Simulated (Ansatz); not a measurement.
A surface is cut from this relaxed crystal of Ag:

```cif
data_structure
_symmetry_space_group_name_H-M 'R-3m:H'
_symmetry_Int_Tables_number 166
_cell_length_a 2.9356
_cell_length_b 2.9356
_cell_length_c 21.5500
_cell_angle_alpha 90.000
_cell_angle_beta 90.000
_cell_angle_gamma 120.000
_cell_volume 160.83
loop_
_atom_site_label
_atom_site_type_symbol
_atom_site_symmetry_multiplicity
_atom_site_Wyckoff_symbol
_atom_site_fract_x
_atom_site_fract_y
_atom_site_fract_z
_atom_site_occupancy
Ag1 Ag 3 a 0.00000 0.00000 0.00000 1
Ag2 Ag 6 c 0.00000 0.00000 0.77771 1
```

Miller indices refer to the conventional cell of R-3m (No. 166), a = 2.936 Å, b = 2.936 Å, c = 21.550 Å, α = 90.00°, β = 90.00°, γ = 120.00°.

The (001) slab of 5 planes, 9.6 Å thick with 15 Å of vacuum as cut; outer planes Ag (top) and Ag (bottom).

Method: Ansatz, DFT PBE, scalar-relativistic, plane waves, PAW. Cutoff 420 eV; k points 12×12×1 on the computed 5-atom cell (Γ-centred); Gaussian smearing, width 0.10 eV; no spin polarisation. The cell repeats along c with a dipole correction in the vacuum.

Results for the relaxed slab:

```json
{
 "Surface energy (mean of both faces)": "0.75 J/m²",
 "Work function": "4.45 eV"
}
```

Relaxation lowers the energy by 0.002 J/m² a face; the largest move is 0.022 Å.

| plane (bottom to top) | atoms | spacing to next, bulk (Å) | relaxed (Å) | change (%) |
| --- | --- | --- | --- | --- |
| 1 | Ag | 2.393 | 2.400 | +0.3 |
| 2 | Ag | 2.393 | 2.372 | -0.9 |
| 3 | Ag | 2.397 | 2.377 | -0.9 |
| 4 | Ag | 2.393 | 2.407 | +0.6 |
| 5 | Ag |  |  |  |

The reference crystal is a form of Ag, which isn't its usual structure.